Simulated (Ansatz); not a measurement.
# MnS (R-3m) in Ansatz: convergence with k mesh

Aim: find how far k mesh must go before the results for MnS settle, at PBE. This setting moves, with any that are tied to it; all else stays.

All numbers are computed with Ansatz 0.2.0; they aren't measurements. Logs are shortened: lines on timing, memory, paths and dates and some standing lists are left out, and cuts for length are marked.

## 1. The crystal as given

Symmetry: R-3m, No. 166, trigonal system. Conventional cell: a = 3.660 Å, b = 3.660 Å, c = 8.913 Å, α = 90.00°, β = 90.00°, γ = 120.00°. Around Mn (site symmetry -3m) lie 6 S at 2.58 Å. Around S (site symmetry -3m) lie 6 Mn at 2.58 Å.

The cell is a database's computed one.

## 2. With k mesh 3 × 3 × 3

The input, input.yaml:

```yaml
crystal:
  lattice:
    - [1.8299960138, 1.0565486912, 2.9709202777]
    - [-1.8299960138, 1.0565486912, 2.9709202777]
    - [0.0, -2.1130973823, 2.9709202777]
  atoms:
    - { symbol: Mn, position: [0.0, 0.0, 0.0], spin: 4.0 }
    - { symbol: S, position: [0.5, 0.5, 0.5] }
hamiltonian:
  xc: pbe
  pseudopotentials: { kind: paw }
magnetization:
  spin_polarized: true
kpoints:
  mp_grid: { grid: [3, 3, 3] }
scf:
  occupations: { method: gaussian, width: 0.05 }
output:
  forces: true
  stress: true
  eigenvalues: true
```

Potentials or basis: Ansatz PAW.

On the command line:

```console
$ ansatz run input.yaml --threads 2 --pin off --max-ram 5632MiB --backend cpu --events-out ev --progress --plain --runs-dir out
```

What it wrote:

```text
Warning: RAYON_NUM_THREADS=2 ignored (pool sized by the plan → 2); use --threads N
Engine: ansatz 0.2.0, x86_64-unknown-linux-gnu
Pseudopotentials: kind: paw
Pseudopotential: Mn, paw, valence charge 15, recommended cutoff 420 eV (normal), Mn.paw.azcp
Pseudopotential: S, paw, valence charge 6, recommended cutoff 420 eV (normal), S.paw.azcp
Functional definition: PBE
  parameter kappa = 0.804
  parameter beta = 0.06672455060314922
  exchange = pbe_x(kappa = kappa, mu = beta*pi^2/3)
  correlation = pbe_c(beta = beta)
Crystal: 2 atoms, lattice volume = 34.465 Å³
Basis set: ecut = 420 eV, 645 PW (Γ), exchange–correlation on 50×50×50 points (8 copies of the dense FFT grid, shifted against one another)
Bands: 17, of which v1, the nominal top of the filled ones, is band 11 counted from 1 (10 counted from 0)
Symmetry: 12 space group operations
Space group: R-3m (ITA 166), of the structure as read, at distance tolerance 3.3e-5 Å
Magnetic group: BNS 166.97 (UNI 1327), of the structure as read, at distance tolerance 3.3e-5 Å
k-points: 6 of 27
Non-local potential: Mn, projectors of the file, l = 0: 3, l = 1: 2, l = 2: 3, l = 3: 1
Non-local potential: S, projectors of the file, l = 0: 2, l = 1: 2, l = 2: 2
PAW form: soft (Blöchl's): semilocal exchange-correlation on the pseudo side does not see the compensation charge
PAW one-centre angular grid: Mn, 590 points (default); XC on 64 Gauss nodes
PAW one-centre angular grid: S, 110 points (default); XC on 64 Gauss nodes
Initial density: superposition of atomic densities (chi_scale 0.1, normalization cell, long waves kept (reshape's long-wave potential 0.00 eV rms))
Starting moments: Σ|m| = 4 μB on 1 of 2 sites
Initial wavefunctions: pseudopotential atomic-orbital guess
Functional: x = pbe(κ = 0.804, μ = 0.2195149727645171), c = pbe(β = 0.06672455060314922)
SCF iter   1: F=—  HF=-4801.416284 eV  |F-HF|=—  |Δ(HF+E_count)|=         —  Δρ=7.88e-2 (↑7.88e-2 ↓1.27e-2)  dr2=2.06e0  dr2_m=4.52e-1  M=4.369 μB ∫|m|=4.370 μB  β_m=0.30  ethr=3.10e-3  ⟨swp⟩=4.2  Hψ=949  notcnv=0
Mixer restart at iter 1: flushing history
preconditioner: auto → Kerker (q_TF=auto, 2.512 Å⁻¹)  [metal: Δε(μ)=0.005 eV  Ē_g=9.513 eV  σ=0.050 eV  W_gap=0.06  n_scr=14 (ndim 8)  ℏωp=22.8 eV  f_vac=0.000  D(μ)=7.31/eV (n_scr^D=136)]
spin=Collinear: Kerker preconditioning applied to the charge; magnetization (m = ρ↑ − ρ↓) channel mixes plain (no charge-response kernel on spin).
SCF iter   2: F=—  HF=-4801.564300 eV  |F-HF|=—  |Δ(HF+E_count)|=   1.48e-1  Δρ=4.61e-2 (↑4.61e-2 ↓1.46e-2)  dr2=4.93e-1  dr2_m=2.51e-1  M=4.541 μB ∫|m|=4.542 μB  β_m=0.47  ethr=3.10e-3  ⟨swp⟩=2.6  Hψ=436  notcnv=0  defer=15
SCF iter   3: F=—  HF=-4801.674163 eV  |F-HF|=—  |Δ(HF+E_count)|=   1.10e-1  Δρ=1.07e-2 (↑1.07e-2 ↓5.33e-3)  dr2=7.00e-2  dr2_m=9.27e-3  M=4.556 μB ∫|m|=4.557 μB  β_m=0.54  ethr=2.35e-3  ⟨swp⟩=2.6  Hψ=328  notcnv=0  defer=15
SCF iter   4: F=—  HF=-4801.680875 eV  |F-HF|=—  |Δ(HF+E_count)|=         —  Δρ=3.23e-3 (↑3.23e-3 ↓3.08e-3)  dr2=1.04e-2  dr2_m=8.17e-4  M=4.556 μB ∫|m|=4.558 μB  β_m=0.54  ethr=3.33e-4  ⟨swp⟩=2.5  Hψ=364  notcnv=0  defer=15
Mixer restart at iter 4: flushing history
SCF iter   5: F=—  HF=-4801.681275 eV  |F-HF|=—  |Δ(HF+E_count)|=   4.00e-4  Δρ=2.31e-3 (↑2.31e-3 ↓1.81e-3)  dr2=4.13e-3  dr2_m=2.83e-4  M=4.556 μB ∫|m|=4.558 μB  β_m=0.77  ethr=4.96e-5  ⟨swp⟩=1.8  Hψ=274  notcnv=0  defer=15
SCF iter   6: F=—  HF=-4801.682838 eV  |F-HF|=—  |Δ(HF+E_count)|=   1.56e-3  Δρ=5.80e-4 (↑5.29e-4 ↓5.80e-4)  dr2=3.20e-4  dr2_m=4.01e-5  M=4.556 μB ∫|m|=4.559 μB  β_m=0.88  ethr=1.97e-5  ⟨swp⟩=2.1  Hψ=325  notcnv=0  defer=15
SCF iter   7: F=—  HF=-4801.682895 eV  |F-HF|=—  |Δ(HF+E_count)|=   5.71e-5  Δρ=4.76e-4 (↑4.76e-4 ↓2.58e-4)  dr2=1.39e-4  dr2_m=5.75e-6  M=4.556 μB ∫|m|=4.559 μB  β_m=0.80  ethr=1.52e-6  ⟨swp⟩=2.0  Hψ=340  notcnv=0  defer=15
SCF iter   8: F=—  HF=-4801.682874 eV  |F-HF|=—  |Δ(HF+E_count)|=   2.08e-5  Δρ=1.98e-4 (↑1.98e-4 ↓1.47e-4)  dr2=3.00e-5  dr2_m=4.28e-7  M=4.556 μB ∫|m|=4.559 μB  β_m=0.90  ethr=6.60e-7  ⟨swp⟩=2.0  Hψ=335  notcnv=0  defer=15
SCF iter   9: F=—  HF=-4801.682894 eV  |F-HF|=—  |Δ(HF+E_count)|=   1.99e-5  Δρ=3.45e-5 (↑3.45e-5 ↓3.23e-5)  dr2=1.44e-6  dr2_m=4.32e-9  M=4.556 μB ∫|m|=4.559 μB  β_m=0.95  ethr=1.43e-7  ⟨swp⟩=2.1  Hψ=281  notcnv=0  defer=15
SCF iter  10: F=—  HF=-4801.682895 eV  |F-HF|=—  |Δ(HF+E_count)|=   1.37e-6  Δρ=1.07e-5 (↑1.07e-5 ↓7.76e-6)  dr2=1.08e-7  dr2_m=1.82e-9  M=4.556 μB ∫|m|=4.559 μB  β_m=0.98  ethr=6.87e-9  ⟨swp⟩=2.0  Hψ=261  notcnv=0  defer=15
SCF iter  11: F=-4801.682895 eV  HF=-4801.682895 eV  |F-HF|=5.05e-10  |Δ(HF+E_count)|=   3.92e-8  Δρ=1.46e-6 (↑8.26e-7 ↓1.46e-6)  dr2=1.36e-9  dr2_m=1.14e-10  M=4.556 μB ∫|m|=4.559 μB  ethr=4.76e-10  ⟨swp⟩=4.8  Hψ=840  notcnv=0
SCF 1 converged in 11 iterations: F = -4801.682895 eV  dr2 = 1.36e-9
SCF converged after 11 iterations
Magnetization: 4.5556 μB (12.7778 up, 8.2222 down)
Absolute magnetization: 4.5585 μB (∫|ρ↑−ρ↓|, with the PAW one-centre terms)
Spin contamination: 0.0431 ħ² per cell (⟨S²⟩ above its minimum at these occupations)
Per-site moments (μB) at R_I (Å): [(4.109431627487806, 1.065478187281277), (0.1304375162792023, 1.065478187281277)]
Free energy (F): -4801.682895 eV
Harris-Foulkes:  -4801.682895 eV  (|F-HF|=5.05e-10)
Internal energy: -4801.674996 eV  (E = F + TS)
E sigma→0 (E₀):  -4801.678946 eV
Entropy (-TS):   -0.007899 eV (-3.949 meV/atom)
Fermi energy:    10.724434 eV
--- Per-component energies (eV) ---
  E_band       = -289.881688
  E_kinetic    = 407.306944
  E_local      = -2431.481233  (includes V_loc(G=0)·N_el)
  E_nonlocal   = 280.475932
  E_hartree    = 998.905997
  E_xc         = -208.290795
  E_vxc        = -229.598598  (∫ρ·V_xc dr)
  E_paw        = -1907.420576  (= ΣΔE_a)
  E_vpaw       = -314.397745  (= ΣTr[D̂ρ^β])
  E_aug_tail   = -0.000007  (compensation charges beyond the density's cutoff)
  E_ewald      = -1941.171257
  E_smearing   = -0.007899  (= −TS)
  E_closure    = 0.000000  (closes the sum)
  Σ components = -4801.682895   (vs F -4801.682895, Δ=0.00e0)
--- Forces (eV/Å), atoms counted from 1 ---
  atom   1  Mn    -0.00000000    -0.00000000    -0.00000000
  atom   2  S     -0.00000000     0.00000000     0.00000000
  max |Σ_I F_I| component: 1.26e-29 eV/Å
--- Stress (GPa, compression-positive) ---
       -1.838810       0.000000      -0.000000
        0.000000      -1.838810       0.000000
       -0.000000       0.000000      -1.432958
  P = ⅓ Tr σ = -1.7035 GPa (-17.035 kbar)
--- Band table (eV; the first three rows and the last of 12) ---
  k-point 0 ↑: bands = ["-71.1514", "-39.9024", "-39.9024", "-39.9014", "-4.0259", "7.3409", "7.3409", "7.3567", "7.4439", "7.4439", "8.8074", "8.8074", "8.8582", "12.6209", "19.2508", "19.2508", "19.3318"]
  k-point 1 ↑: bands = ["-71.1510", "-39.9093", "-39.9034", "-39.9026", "-3.0529", "4.4685", "6.0288", "6.0537", "7.7493", "7.7598", "8.1727", "10.7114", "10.7178", "14.1227", "16.9458", "16.9972", "18.4688"]
  k-point 2 ↑: bands = ["-71.1509", "-39.9086", "-39.9052", "-39.9044", "-2.8842", "4.7224", "6.9266", "6.9946", "7.0269", "7.6417", "8.4898", "8.5064", "9.1174", "12.8914", "16.5611", "19.1577", "20.6060"]
  k-point 5 ↓: bands = ["-66.6186", "-35.4636", "-35.4627", "-35.4577", "-2.2184", "5.3053", "5.7109", "7.1928", "11.3795", "11.9451", "12.0821", "12.1869", "12.9254", "15.2480", "18.1895", "18.8978", "19.6442"]
```

It took 3 s on 2 threads of Intel Xeon at 2.50GHz (Skylake/Cascade Lake), shared host; peak memory 0.3 GiB.

Results:

```yaml
Free_energy: -4801.6829 eV
Pressure: -1.7 GPa
Band_gap_on_the_k_mesh: none (metal or under the smearing width)
Net_moment: 4.56 μB per cell
Absolute_moment: 4.56 μB per cell
Site_moments: Mn +4.11; S +0.13 μB
```

## 3. With k mesh 4 × 4 × 4

input.yaml: that of step 2 with these lines changed.

```diff
@@ -14,3 +14,3 @@
 kpoints:
-  mp_grid: { grid: [3, 3, 3] }
+  mp_grid: { grid: [4, 4, 4] }
 scf:
```

Potentials or basis: Ansatz PAW.

On the command line:

```console
$ ansatz run input.yaml --threads 2 --pin off --max-ram 5632MiB --backend cpu --events-out ev --progress --plain --runs-dir out
```

Run time: 3.6 s. Hardware: 2 threads of Intel Xeon at 2.50GHz (Skylake/Cascade Lake), shared host; peak memory 0.31 GiB.

What came out:

```yaml
Free_energy: -4801.8419 eV
Pressure: -4.9 GPa
Band_gap_on_the_k_mesh: none (metal or under the smearing width)
Net_moment: 4.38 μB per cell
Absolute_moment: 4.38 μB per cell
Site_moments: Mn +3.98; S +0.09 μB
```

## 4. With k mesh 5 × 5 × 5

input.yaml: that of step 3 with these lines changed.

```diff
@@ -14,3 +14,3 @@
 kpoints:
-  mp_grid: { grid: [4, 4, 4] }
+  mp_grid: { grid: [5, 5, 5] }
 scf:
```

On the command line:

```console
$ ansatz run input.yaml --threads 2 --pin off --max-ram 5632MiB --backend cpu --events-out ev --progress --plain --runs-dir out
```

Run time: 3.4 s. Hardware: 2 threads of Intel Xeon at 2.50GHz (Skylake/Cascade Lake), shared host; peak memory 0.32 GiB.

What came out:

* Free energy: -4801.8457 eV
* Pressure: -2.8 GPa
* Band gap on the k mesh: none (metal or under the smearing width)
* Net moment: 4.55 μB per cell
* Absolute moment: 4.55 μB per cell
* Site moments: Mn +4.10; S +0.12 μB

## 5. With k mesh 7 × 7 × 7

input.yaml: that of step 4 with these lines changed.

```diff
@@ -14,3 +14,3 @@
 kpoints:
-  mp_grid: { grid: [5, 5, 5] }
+  mp_grid: { grid: [7, 7, 7] }
 scf:
```

On the command line:

```console
$ ansatz run input.yaml --threads 2 --pin off --max-ram 5632MiB --backend cpu --events-out ev --progress --plain --runs-dir out
```

Run time: 7.6 s. Hardware: 2 threads of Intel Xeon at 2.50GHz (Skylake/Cascade Lake), shared host; peak memory 0.35 GiB.

Results:

* Free energy: -4801.8462 eV
* Pressure: -1.9 GPa
* Band gap on the k mesh: none (metal or under the smearing width)
* Net moment: 4.64 μB per cell
* Absolute moment: 4.64 μB per cell
* Site moments: Mn +4.15; S +0.14 μB

## 6. With k mesh 8 × 8 × 8

input.yaml: that of step 5 with these lines changed.

```diff
@@ -14,3 +14,3 @@
 kpoints:
-  mp_grid: { grid: [7, 7, 7] }
+  mp_grid: { grid: [8, 8, 8] }
 scf:
```

Potentials or basis: Ansatz PAW.

On the command line:

```console
$ ansatz run input.yaml --threads 2 --pin off --max-ram 5632MiB --backend cpu --events-out ev --progress --plain --runs-dir out
```

Run time: 9.2 s. Hardware: 2 threads of Intel Xeon at 2.50GHz (Skylake/Cascade Lake), shared host; peak memory 0.38 GiB.

It converged, with:

| Quantity | Value |
| --- | --- |
| Free energy | -4801.8442 eV |
| Pressure | -1.4 GPa |
| Band gap on the k mesh | none (metal or under the smearing width) |
| Net moment | 4.67 μB per cell |
| Absolute moment | 4.67 μB per cell |
| Site moments | Mn +4.17; S +0.14 μB |

## 7. With k mesh 10 × 10 × 10

input.yaml: that of step 6 with these lines changed.

```diff
@@ -14,3 +14,3 @@
 kpoints:
-  mp_grid: { grid: [8, 8, 8] }
+  mp_grid: { grid: [10, 10, 10] }
 scf:
```

On the command line:

```console
$ ansatz run input.yaml --threads 2 --pin off --max-ram 5632MiB --backend cpu --events-out ev --progress --plain --runs-dir out
```

It took 16 s on 2 threads of Intel Xeon at 2.50GHz (Skylake/Cascade Lake), shared host; peak memory 0.42 GiB.

Results (log left out):

```
Free energy            : -4801.8351 eV
Pressure               : -1.3 GPa
Band gap on the k mesh : none (metal or under the smearing width)
Net moment             : 4.68 μB per cell
Absolute moment        : 4.68 μB per cell
Site moments           : Mn +4.17; S +0.15 μB
```

## 8. With k mesh 12 × 12 × 12

input.yaml: that of step 7 with these lines changed.

```diff
@@ -14,3 +14,3 @@
 kpoints:
-  mp_grid: { grid: [10, 10, 10] }
+  mp_grid: { grid: [12, 12, 12] }
 scf:
```

On the command line:

```console
$ ansatz run input.yaml --threads 2 --pin off --max-ram 5632MiB --backend cpu --events-out ev --progress --plain --runs-dir out
```

It took 21 s on 2 threads of Intel Xeon at 2.50GHz (Skylake/Cascade Lake), shared host; peak memory 0.48 GiB.

Results (log left out):

```yaml
Free_energy: -4801.8342 eV
Pressure: -2.3 GPa
Band_gap_on_the_k_mesh: none (metal or under the smearing width)
Net_moment: 4.60 μB per cell
Absolute_moment: 4.60 μB per cell
Site_moments: Mn +4.12; S +0.13 μB
```

## 9. With k mesh 15 × 15 × 15

input.yaml: that of step 8 with these lines changed.

```diff
@@ -14,3 +14,3 @@
 kpoints:
-  mp_grid: { grid: [12, 12, 12] }
+  mp_grid: { grid: [15, 15, 15] }
 scf:
```

Potentials or basis: Ansatz PAW.

On the command line:

```console
$ ansatz run input.yaml --threads 2 --pin off --max-ram 5632MiB --backend cpu --events-out ev --progress --plain --runs-dir out
```

It took 36 s on 2 threads of Intel Xeon at 2.50GHz (Skylake/Cascade Lake), shared host; peak memory 0.6 GiB.

It converged, with:

| Property | Result |
| --- | --- |
| Free energy | -4801.8377 eV |
| Pressure | -2.2 GPa |
| Band gap on the k mesh | none (metal or under the smearing width) |
| Net moment | 4.61 μB per cell |
| Absolute moment | 4.61 μB per cell |
| Site moments | Mn +4.13; S +0.13 μB |

## 10. The series at a glance

```tsv
k mesh	energy less the tightest run, at zero smearing (meV/atom)	pressure (GPa)	absolute moment (μB)	SCF cycles	CPU time (s)	peak memory (GiB)
3 × 3 × 3	79.06	-1.70	4.56	11	3.2	0.3
4 × 4 × 4	-1.10	-4.88	4.38	10	4.5	0.31
5 × 5 × 5	-3.90	-2.82	4.55	8	4.4	0.32
7 × 7 × 7	-4.18	-1.85	4.64	11	8.8	0.35
8 × 8 × 8	-3.37	-1.45	4.67	11	12	0.38
10 × 10 × 10	1.33	-1.33	4.68	11	21	0.42
12 × 12 × 12	1.87	-2.29	4.60	11	32	0.48
15 × 15 × 15	0.00	-2.17	4.61	11	58	0.6
```

Against the tightest run, the absolute moment stays within 0.02 μB from 12 × 12 × 12 on. Not settled before the last step: the energy (to 1 meV/atom), the pressure (to 0.1 GPa). Meshes of other sizes hit other points, so gaps and Fermi surfaces needn't settle smoothly. The tightest run that finished is the yardstick and may itself not be fully converged.

Caveats: a cell with one magnetic atom can't hold antiferromagnetic order, which such compounds often take; semilocal functionals often make such compounds metallic where correlation or magnetic order opens a gap, which also shifts bond lengths.
